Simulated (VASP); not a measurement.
The system is SnSe.

```
Sn Se
1.0
    11.16046    0.00000    0.00000
     0.00000    4.06172    0.00000
     0.00000    0.00000    4.25923
Sn Se
4 4
Direct
  0.11703 0.25000 0.09234
  0.38297 0.75000 0.59234
  0.61703 0.25000 0.40766
  0.88297 0.75000 0.90766
  0.35769 0.25000 0.02292
  0.14231 0.75000 0.52292
  0.85769 0.25000 0.47708
  0.64231 0.75000 0.97708
```

The cell isn't the ideal one: a relaxed cell with its volume scaled by 0.96.

```yaml
Program: VASP 6.6.1
Task: relaxation of shape and atoms at fixed volume
Functional: LDA
Potentials_or_basis: VASP PAW LDA potentials, release 64 (Sn_d, Se)
Cutoff: 600 eV
k_mesh: 4 × 8 × 8
Occupations: gaussian, width 0.03 eV
Spin: no spin polarisation
```

At the start: pressure 2.8 GPa; volume 24.13 Å³/atom.

Problem. Where does the relaxation end?

Solution. Over 18 steps the energy falls by 2.5 meV/atom; space group Pnma (No. 62, to 0.05 Å).

The path:
```
step  energy change (eV)  largest force (eV/Å)  pressure (GPa)
   1              0.0000                0.2245            2.75
   2             -0.0115                0.1286            2.45
   3             -0.0167                0.0385            2.10
   4             -0.0168                0.0400            2.09
   5             -0.0179                0.0140            2.04
   6             -0.0179                0.0157            2.04
   7             -0.0181                0.0163            2.04
   8             -0.0185                0.0178            2.03
   9             -0.0185                0.0183            2.02
  10             -0.0187                0.0152            2.02
  11             -0.0190                0.0119            2.00
  12             -0.0189                0.0253            1.98
  13             -0.0191                0.0174            1.99
  14             -0.0193                0.0201            1.99
  15             -0.0195                0.0256            1.98
  16             -0.0195                0.0224            1.98
  17             -0.0198                0.0132            1.97
  18             -0.0199                0.0079            1.95
```

Final structure:
```yaml
crystal:
  lattice:
    - [11.17639, 0.00000, 0.00000]
    - [0.00000, 4.08651, 0.00000]
    - [0.00000, 0.00000, 4.22736]
  atoms:
    - { symbol: Sn, position: [0.11615, 0.25000, 0.07962] }
    - { symbol: Sn, position: [0.38385, 0.75000, 0.57962] }
    - { symbol: Sn, position: [0.61615, 0.25000, 0.42038] }
    - { symbol: Sn, position: [0.88385, 0.75000, 0.92038] }
    - { symbol: Se, position: [0.35900, 0.25000, 0.02272] }
    - { symbol: Se, position: [0.14100, 0.75000, 0.52272] }
    - { symbol: Se, position: [0.85900, 0.25000, 0.47728] }
    - { symbol: Se, position: [0.64100, 0.75000, 0.97728] }
```
